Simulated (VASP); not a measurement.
# Si35Mo18 (a cell with a defect) in VASP: relaxation of the atoms with PBE

Aim: the relaxation of the atoms of Si35Mo18 (a cell with a defect) with PBE.

Everything below comes from runs of VASP 6.6.1. Logs are shortened: lines on timing, memory, paths and dates and some standing lists are left out, and cuts for length are marked.

**1. Starting point**

The cell holds a defect, 53 atoms: a = 9.600 Å, b = 9.600 Å, c = 7.861 Å, α = 90.00°, β = 90.00°, γ = 90.00°.

**2. Relaxation of the atoms, PBE**

INCAR

```
SYSTEM = Si35Mo18
PREC     = Accurate       ! precision mode
ENCUT    = 520            ! plane-wave cutoff, eV
EDIFF    = 1E-7           ! SCF threshold, eV
ISMEAR   = 1              ! smearing method
SIGMA    = 0.1            ! smearing width, eV
LREAL    = .False.        ! projectors in reciprocal space
LASPH    = .True.         ! aspherical terms in the spheres
NELM     = 100            ! most SCF steps
ALGO     = Normal         ! electronic algorithm
ISIF     = 2              ! what is computed and relaxed
LWAVE    = .False.        ! write WAVECAR
LCHARG   = .False.        ! write CHGCAR
GGA      = PE             ! functional
IBRION   = 2              ! ionic algorithm
NSW      = 60             ! ionic steps
EDIFFG   = -0.005         ! ionic threshold
```

KPOINTS

```
regular mesh
0
Gamma
  3 3 3
  0 0 0
```

POSCAR

```
Si35Mo18
1.0
    9.6000000000      0.0000000000      0.0000000000
    0.0000000000      9.6000000000      0.0000000000
    0.0000000000      0.0000000000      7.8610000000
Si Mo
35 18
Direct
    0.3333333333      0.0000000000      0.3330000000
    0.6666666667      0.0000000000      0.3330000000
    0.0000000000      0.3333333333      0.3330000000
    0.1666666667      0.1666666667      0.8330000000
    0.3333333333      0.3333333333      0.3330000000
    0.5000000000      0.1666666667      0.8330000000
    0.6666666667      0.3333333333      0.3330000000
    0.8333333333      0.1666666667      0.8330000000
    1.0000000000      0.6666666667      0.3330000000
    0.1666666667      0.5000000000      0.8330000000
    0.3333333333      0.6666666667      0.3330000000
    0.5000000000      0.5000000000      0.8330000000
    0.6666666667      0.6666666667      0.3330000000
    0.8333333333      0.5000000000      0.8330000000
    0.1666666667      0.8333333333      0.8330000000
    0.5000000000      0.8333333333      0.8330000000
    0.8333333333      0.8333333333      0.8330000000
    0.0000000000      1.0000000000      0.6670000000
    0.3333333333      0.0000000000      0.6670000000
    0.6666666667      0.0000000000      0.6670000000
    0.0000000000      0.3333333333      0.6670000000
    0.1666666667      0.1666666667      0.1670000000
    0.3333333333      0.3333333333      0.6670000000
    0.5000000000      0.1666666667      0.1670000000
    0.6666666667      0.3333333333      0.6670000000
    0.8333333333      0.1666666667      0.1670000000
    0.0000000000      0.6666666667      0.6670000000
    0.1666666667      0.5000000000      0.1670000000
    0.3333333333      0.6666666667      0.6670000000
    0.5000000000      0.5000000000      0.1670000000
    0.6666666667      0.6666666667      0.6670000000
    0.8333333333      0.5000000000      0.1670000000
    0.1666666667      0.8333333333      0.1670000000
    0.5000000000      0.8333333333      0.1670000000
    0.8333333333      0.8333333333      0.1670000000
    0.0000000000      0.0000000000      0.0000000000
    0.3333333333      0.0000000000      0.0000000000
    0.6666666667      0.0000000000      0.0000000000
    0.0000000000      0.3333333333      0.0000000000
    0.1666666667      0.1666666667      0.5000000000
    0.3333333333      0.3333333333      0.0000000000
    0.5000000000      0.1666666667      0.5000000000
    0.6666666667      0.3333333333      0.0000000000
    0.8333333333      0.1666666667      0.5000000000
    0.0000000000      0.6666666667      0.0000000000
    0.1666666667      0.5000000000      0.5000000000
    0.3333333333      0.6666666667      0.0000000000
    0.5000000000      0.5000000000      0.5000000000
    0.6666666667      0.6666666667      0.0000000000
    0.8333333333      0.5000000000      0.5000000000
    0.1666666667      0.8333333333      0.5000000000
    0.5000000000      0.8333333333      0.5000000000
    0.8333333333      0.8333333333      0.5000000000
```

Potentials or basis: VASP PAW PBE potentials, release 64 (Si, Mo_sv).

Launch:

```bash
$ cat potpaw_PBE.64/Si/POTCAR potpaw_PBE.64/Mo_sv/POTCAR > POTCAR
$ mpirun -np 8 vasp_std > vasp.out
```

OUTCAR:

```text
SYSTEM = Si35Mo18
   PREC = Accurate
   ENCUT = 520
   EDIFF = 1E-7
   ISMEAR = 1
   LREAL = .False.
   LASPH = .True.
   NELM = 100
   ISIF = 2
   GGA = PE
   IBRION = 2
   NSW = 60
   EDIFFG = -0.005

 ion  position               nearest neighbor table
   1  0.333  0.000  0.333-  22 2.61  33 2.61  24 2.61  34 2.61  40 2.62  51 2.62  42 2.62  52 2.62
                            37 2.62  19 2.63
   2  0.667  0.000  0.333-  26 2.61  35 2.61  34 2.61  24 2.61  44 2.62  53 2.62  52 2.62  42 2.62
                            38 2.62  20 2.63
   3  0.000  0.333  0.333-  22 2.61  26 2.61  28 2.61  32 2.61  40 2.62  44 2.62  46 2.62  50 2.62
                            39 2.62  21 2.63
   4  0.167  0.167  0.833-  23 2.61  21 2.61  19 2.61  18 2.61  41 2.62  39 2.62  37 2.62  36 2.62
                            40 2.62  22 2.63
   5  0.333  0.333  0.333-  22 2.61  24 2.61  28 2.61  30 2.61  40 2.62  42 2.62  46 2.62  48 2.62
                            41 2.62  23 2.63
   6  0.500  0.167  0.833-  23 2.61  25 2.61  19 2.61  20 2.61  41 2.62  43 2.62  37 2.62  38 2.62
                            42 2.62  24 2.63
   7  0.667  0.333  0.333-  26 2.61  24 2.61  32 2.61  30 2.61  44 2.62  42 2.62  50 2.62  48 2.62
                            43 2.62  25 2.63
   8  0.833  0.167  0.833-  25 2.61  21 2.61  20 2.61  18 2.61  43 2.62  39 2.62  38 2.62  36 2.62
                            44 2.62  26 2.63
   9  0.000  0.667  0.333-  33 2.61  35 2.61  28 2.61  32 2.61  51 2.62  53 2.62  46 2.62  50 2.62
[... 75 lines left out ...]
  47  0.333  0.667  0.000-  15 2.62  33 2.62  16 2.62  28 2.62  10 2.62  34 2.62  12 2.62  30 2.62
                            29 2.62  11 2.62  37 3.20  45 3.20  41 3.20  49 3.20
  48  0.500  0.500  0.500-   5 2.62   7 2.62  11 2.62  13 2.62  23 2.62  25 2.62  29 2.62  31 2.62
                            30 2.62  12 2.62  42 3.20  46 3.20  50 3.20  52 3.20
  49  0.667  0.667  0.000-  17 2.62  35 2.62  14 2.62  32 2.62  34 2.62  16 2.62  30 2.62  12 2.62
                            31 2.62  13 2.62  38 3.20  45 3.20  43 3.20  47 3.20
  50  0.833  0.500  0.500-   7 2.62  13 2.62  25 2.62  31 2.62  21 2.62   9 2.62  27 2.62   3 2.62
                            14 2.62  32 2.62  44 3.20  48 3.20  53 3.20  46 3.20
  51  0.167  0.833  0.500-  11 2.62  29 2.62   1 2.62  19 2.62  27 2.62   9 2.62  18 2.62  15 2.62
                            33 2.62  46 3.20  52 3.20  40 3.20  53 3.20
  52  0.500  0.833  0.500-  11 2.62  13 2.62  29 2.62  31 2.62  19 2.62  20 2.62   1 2.62   2 2.62
                            16 2.62  34 2.62  48 3.20  51 3.20  53 3.20  42 3.20
  53  0.833  0.833  0.500-  13 2.62  31 2.62   2 2.62  20 2.62  27 2.62   9 2.62  18 2.62  17 2.62
                            35 2.62  50 3.20  52 3.20  51 3.20  44 3.20

  LATTYP: Found a simple tetragonal cell.
 ALAT       =     9.6000000000
 C/A-ratio  =     0.8188541667

  Lattice vectors:

 A1 = (   9.6000000000,   0.0000000000,   0.0000000000)
 A2 = (   0.0000000000,   9.6000000000,   0.0000000000)
 A3 = (   0.0000000000,   0.0000000000,   7.8610000000)

Analysis of symmetry for initial positions (statically):
=====================================================================
 Subroutine PRICEL returns:
 Original cell was already a primitive cell.

 Routine SETGRP: Setting up the symmetry group for a
 simple tetragonal supercell.

 Subroutine GETGRP returns: Found  8 space group operations
 (whereof  8 operations were pure point group operations)
 out of a pool of 16 trial point group operations.

The static configuration has the point symmetry C_4v.

Analysis of symmetry for dynamics (positions and initial velocities):
=====================================================================
 Subroutine PRICEL returns:
 Original cell was already a primitive cell.

 Routine SETGRP: Setting up the symmetry group for a
 simple tetragonal supercell.

 Subroutine GETGRP returns: Found  8 space group operations
 (whereof  8 operations were pure point group operations)
 out of a pool of 16 trial point group operations.

The dynamic configuration has the point symmetry C_4v.

 Subroutine INISYM returns: Found  8 space group operations
 (whereof  8 operations are pure point group operations),
 and found     1 'primitive' translations

----------------------------------------------------------------------------------------

                                     Primitive cell

  volume of cell :     724.4698

  direct lattice vectors                    reciprocal lattice vectors
     9.600000000  0.000000000  0.000000000     0.104166667  0.000000000  0.000000000
     0.000000000  9.600000000  0.000000000     0.000000000  0.104166667  0.000000000
[... 161 lines left out ...]
   ICHARG =      2    charge: 1-file 2-atom 10-const
   ISPIN  =      1    spin polarized calculation?
   LNONCOLLINEAR =      F non collinear calculations
   LSORBIT =      F    spin-orbit coupling
   LASPH  =      T    aspherical Exc in radial PAW
   ENCUT  =  520.0 eV  38.22 Ry    6.18 a.u.  17.85 17.85 14.62*2*pi/ulx,y,z
   NELM   =    100;   NELMIN=  2; NELMDL= -5     # of ELM steps
   EDIFF  = 0.1E-06   stopping-criterion for ELM
   LREAL  =      F    real-space projection
   EDIFFG = -.5E-02   stopping-criterion for IOM
   NSW    =     60    number of steps for IOM
   IBRION =      2    ionic relax: 0-MD 1-quasi-New 2-CG
   NFREE  =      1    steps in history (QN), initial steepest desc. (CG)
   ISIF   =      2    stress and relaxation
   ISYM   =      2    0-nonsym 1-usesym 2-fastsym
   POTIM  = 0.5000    time-step for ionic-motion
   TEBEG  =    0.0;   TEEND  =   0.0 temperature during run
   PSTRESS=    0.0 pullay stress
   NELECT =     392.0000    total number of electrons
   NUPDOWN=      -1.0000    fix difference up-down
   EMIN   =  10.00;   EMAX   =-10.00  energy-range for DOS
   EFERMI =   0.00;   METHOD = LEGACY
   ISMEAR =     1;   SIGMA  =   0.10  broadening in eV -4-tet -1-fermi 0-gaus
   EFERMI_NEDOS =   21; number of points for ismear=-14 and -15
   IALGO  =     38    algorithm
   IMIX   =      4    mixing-type and parameters
     AMIX     =   0.40;   BMIX     =  1.00
     AMIX_MAG =   1.60;   BMIX_MAG =  1.00
  volume/ion in A,a.u.               =      13.67        92.24
  Fermi-wavevector in a.u.,A,eV,Ry     =   1.334023  2.520939 24.213177  1.779618
  Thomas-Fermi vector in A             =   2.462837
   LORBIT       =      0    0 simple, 1 ext, 2 COOP (PROOUT), +10 PAW based schemes
   GGA     = PE    functional components
   LHFCALC =     F    Hartree Fock is set to
   AEXX    =    0.0000 exact exchange contribution
   IVDW    =     0    specifies the selected vdW correction
   LEPSILON=     F    determine dielectric tensor
   LRPA    =     F    only Hartree local field effects (RPA)
 conjugate gradient relaxation of ions
 non-spin polarized calculation
 Methfessel and Paxton  Order N= 1 SIGMA  =   0.10
  energy-cutoff  :      520.00
  volume of cell :      724.47
 maximum number of plane-waves:     19537
 NGX is ok and might be reduce to    72
   NGX = 35   NGY = 35   NGZ = 29

--------------------------------------- Ionic step        1  -------------------------------------------

 number of electron     392.0000079 magnetization

 Free energy of the ion-electron system (eV)
  ---------------------------------------------------
  ext. energy  EPLUGINS =         0.00000000
  ---------------------------------------------------
  free energy    TOTEN  =      -410.01837593 eV

  energy without entropy =     -410.01732019  energy(sigma->0) =     -410.01802402

------------------------ aborting loop because EDIFF is reached ----------------------------------------

  FORCE on cell =-STRESS in cart. coord.  units (eV):
  Direction    XX          YY          ZZ          XY          YZ          ZX
  --------------------------------------------------------------------------------------
  -------------------------------------------------------------------------------------
  Total        5.3148721      5.3148721     11.8819096      0.0000000     -0.0000000      0.0000000
  in kB       11.7539311     11.7539311     26.2770474      0.0000000     -0.0000000      0.0000000
  external PRESSURE =      16.5949698 kB  Pullay stress =       0.0000000 kB
[... 242 lines left out ...]
  FREE ENERGIE OF THE ION-ELECTRON SYSTEM (eV)
  ---------------------------------------------------
  free  energy   TOTEN  =      -410.3671590861 eV

  energy  without entropy=     -410.3681822403  energy(sigma->0) =     -410.36750014

[... ionic steps 4 to 14 ...]

--------------------------------------- Ionic step       15  -------------------------------------------

 number of electron     392.0000045 magnetization

------------------------ aborting loop because EDIFF is reached ----------------------------------------
[... 169 lines left out ...]
--------------------------------------- Ionic step       17  -------------------------------------------

 number of electron     392.0000045 magnetization

 Free energy of the ion-electron system (eV)
  ---------------------------------------------------
  ext. energy  EPLUGINS =         0.00000000
  ---------------------------------------------------
  free energy    TOTEN  =      -410.49367366 eV

  energy without entropy =     -410.47271956  energy(sigma->0) =     -410.48668896

 E-fermi :  11.5398     XC(G=0): -12.3369

 val. band max:       11.5339157510   @ k =   0.3333   0.0000   0.3333
 cond. band min:      11.5497393443   @ k =   0.3333   0.0000   0.0000
 fundamental gap:      0.0158235934
 Fermi energy:        11.5397951302

 k-point     1 :       0.0000    0.0000    0.0000
  band No.  band energies     occupation
      1     -48.8675      2.00000
      2     -48.8390      2.00000
      3     -48.8368      2.00000
      4     -48.8353      2.00000
      5     -48.8289      2.00000
      6     -48.8289      2.00000
[... 1255 lines left out ...]
    207      13.2639     -0.00000
    208      13.5157     -0.00000
 [bands above 208 left out]

------------------------ aborting loop because EDIFF is reached ----------------------------------------

  FORCE on cell =-STRESS in cart. coord.  units (eV):
  Direction    XX          YY          ZZ          XY          YZ          ZX
  --------------------------------------------------------------------------------------
  -------------------------------------------------------------------------------------
  Total        4.6233850      4.6233850     17.5842734      0.0000000      0.0000000     -0.0000000
  in kB       10.2246955     10.2246955     38.8879229      0.0000000      0.0000000     -0.0000000
  external PRESSURE =      19.7791046 kB  Pullay stress =       0.0000000 kB
[... 68 lines left out ...]
  FREE ENERGIE OF THE ION-ELECTRON SYSTEM (eV)
  ---------------------------------------------------
  free  energy   TOTEN  =      -410.4936736639 eV

  energy  without entropy=     -410.4727195585  energy(sigma->0) =     -410.48668896

 reached required accuracy - stopping structural energy minimisation
```

It took 49 min on 8 MPI ranks of Intel Xeon 6975P-C (Granite Rapids), shared host; peak memory 0.31 GiB.

What came out:

| Property | Result |
| --- | --- |
| Free energy | -410.4937 eV |
| Energy gained by relaxing | 9.0 meV/atom |
| Ionic steps | 17 |
| Pressure after relaxing | 2.0 GPa |
| Largest force after relaxing | 0.005 eV/Å |
| Band gap on the k mesh | none (metal or under the smearing width) |

Forces on the atoms (eV/Å):
```
Si   0.000  0.000  0.002
Si   0.000  0.000  0.002
Si   0.000  0.000  0.002
Si   0.000  0.000  0.000
Si   0.001  0.001 -0.002
Si   0.000  0.000  0.001
Si  -0.001  0.001 -0.002
Si   0.000  0.000  0.000
Si   0.000  0.000  0.002
Si   0.000  0.000  0.001
Si   0.001 -0.001 -0.002
Si   0.000  0.000 -0.005
Si  -0.001 -0.001 -0.002
Si   0.000  0.000  0.001
Si   0.000  0.000  0.000
Si   0.000  0.000  0.001
Si   0.000  0.000  0.000
Si   0.000  0.000  0.002
Si  -0.004  0.000  0.000
Si   0.004  0.000  0.000
Si   0.000 -0.004  0.000
Si   0.000  0.000  0.002
Si   0.001  0.001  0.000
Si   0.000 -0.001 -0.001
Si  -0.001  0.001  0.000
Si   0.000  0.000  0.002
Si   0.000  0.004  0.000
Si  -0.001  0.000 -0.001
Si   0.001 -0.001  0.000
Si   0.000  0.000 -0.004
Si  -0.001 -0.001  0.000
Si   0.001  0.000 -0.001
Si   0.000  0.000  0.002
Si   0.000  0.001 -0.001
Si   0.000  0.000  0.002
Mo   0.000  0.000 -0.002
Mo   0.002  0.000  0.001
Mo  -0.002  0.000  0.001
Mo   0.000  0.002  0.001
Mo  -0.002 -0.002  0.000
Mo  -0.001 -0.001 -0.003
Mo   0.000  0.000  0.001
Mo   0.001 -0.001 -0.003
Mo   0.002 -0.002  0.000
Mo   0.000 -0.002  0.001
Mo   0.000  0.000  0.001
Mo  -0.001  0.001 -0.003
Mo   0.000  0.000  0.000
Mo   0.001  0.001 -0.003
Mo   0.000  0.000  0.001
Mo  -0.002  0.002  0.000
Mo   0.000  0.000  0.001
Mo   0.002  0.002  0.000
```

The path:
| step | energy change (eV) | largest force (eV/Å) | pressure (GPa) |
| --- | --- | --- | --- |
| 1 | 0.0000 | 1.1007 | 1.66 |
| 2 | -0.3457 | 0.6190 | 2.02 |
| 3 | -0.3488 | 0.6073 | 2.07 |
| 4 | -0.4172 | 0.2933 | 2.07 |
| 5 | -0.4275 | 0.2048 | 2.09 |
| 6 | -0.4505 | 0.1522 | 2.02 |
| 7 | -0.4549 | 0.1275 | 1.99 |
| 8 | -0.4671 | 0.0791 | 1.99 |
| 9 | -0.4688 | 0.0959 | 2.00 |
| 10 | -0.4732 | 0.0455 | 1.99 |
| 11 | -0.4733 | 0.0456 | 1.99 |
| 12 | -0.4747 | 0.0259 | 1.98 |
| 13 | -0.4748 | 0.0285 | 1.98 |
| 14 | -0.4752 | 0.0182 | 1.98 |
| 15 | -0.4752 | 0.0169 | 1.98 |
| 16 | -0.4753 | 0.0060 | 1.98 |
| 17 | -0.4753 | 0.0049 | 1.98 |

Final structure:
```cif
data_structure
_symmetry_space_group_name_H-M 'P 1'
_symmetry_Int_Tables_number 1
_cell_length_a 9.6000
_cell_length_b 9.6000
_cell_length_c 7.8610
_cell_angle_alpha 90.000
_cell_angle_beta 90.000
_cell_angle_gamma 90.000
_cell_volume 724.47
loop_
_atom_site_label
_atom_site_type_symbol
_atom_site_fract_x
_atom_site_fract_y
_atom_site_fract_z
_atom_site_occupancy
Si1 Si 0.32771 0.00000 0.33537 1
Si2 Si 0.67229 0.00000 0.33537 1
Si3 Si 0.00000 0.32771 0.33537 1
Si4 Si 0.16628 0.16628 0.83328 1
Si5 Si 0.33271 0.33271 0.33259 1
Si6 Si 0.50000 0.16713 0.83482 1
Si7 Si 0.66729 0.33271 0.33259 1
Si8 Si 0.83372 0.16628 0.83328 1
Si9 Si 0.00000 0.67229 0.33537 1
Si10 Si 0.16713 0.50000 0.83482 1
Si11 Si 0.33271 0.66729 0.33259 1
Si12 Si 0.50000 0.50000 0.83549 1
Si13 Si 0.66729 0.66729 0.33259 1
Si14 Si 0.83287 0.50000 0.83482 1
Si15 Si 0.16628 0.83372 0.83328 1
Si16 Si 0.50000 0.83287 0.83482 1
Si17 Si 0.83372 0.83372 0.83328 1
Si18 Si 0.00000 0.00000 0.65115 1
Si19 Si 0.33248 0.00000 0.66532 1
Si20 Si 0.66752 0.00000 0.66532 1
Si21 Si 0.00000 0.33248 0.66532 1
Si22 Si 0.15692 0.15692 0.17013 1
Si23 Si 0.33245 0.33245 0.66535 1
Si24 Si 0.50000 0.16533 0.16666 1
Si25 Si 0.66755 0.33245 0.66535 1
Si26 Si 0.84308 0.15692 0.17013 1
Si27 Si 0.00000 0.66752 0.66532 1
Si28 Si 0.16533 0.50000 0.16666 1
Si29 Si 0.33245 0.66755 0.66535 1
Si30 Si 0.50000 0.50000 0.16588 1
Si31 Si 0.66755 0.66755 0.66535 1
Si32 Si 0.83467 0.50000 0.16666 1
Si33 Si 0.15692 0.84308 0.17013 1
Si34 Si 0.50000 0.83467 0.16666 1
Si35 Si 0.84308 0.84308 0.17013 1
Mo1 Mo 0.00000 0.00000 0.98729 1
Mo2 Mo 0.33452 0.00000 0.99996 1
Mo3 Mo 0.66548 0.00000 0.99996 1
Mo4 Mo 0.00000 0.33452 0.99996 1
Mo5 Mo 0.17080 0.17080 0.50266 1
Mo6 Mo 0.33328 0.33328 0.00063 1
Mo7 Mo 0.50000 0.16654 0.50003 1
Mo8 Mo 0.66672 0.33328 0.00063 1
Mo9 Mo 0.82920 0.17080 0.50266 1
Mo10 Mo 0.00000 0.66548 0.99996 1
Mo11 Mo 0.16654 0.50000 0.50003 1
Mo12 Mo 0.33328 0.66672 0.00063 1
Mo13 Mo 0.50000 0.50000 0.49994 1
Mo14 Mo 0.66672 0.66672 0.00063 1
Mo15 Mo 0.83346 0.50000 0.50003 1
Mo16 Mo 0.17080 0.82920 0.50266 1
Mo17 Mo 0.50000 0.83346 0.50003 1
Mo18 Mo 0.82920 0.82920 0.50266 1
```
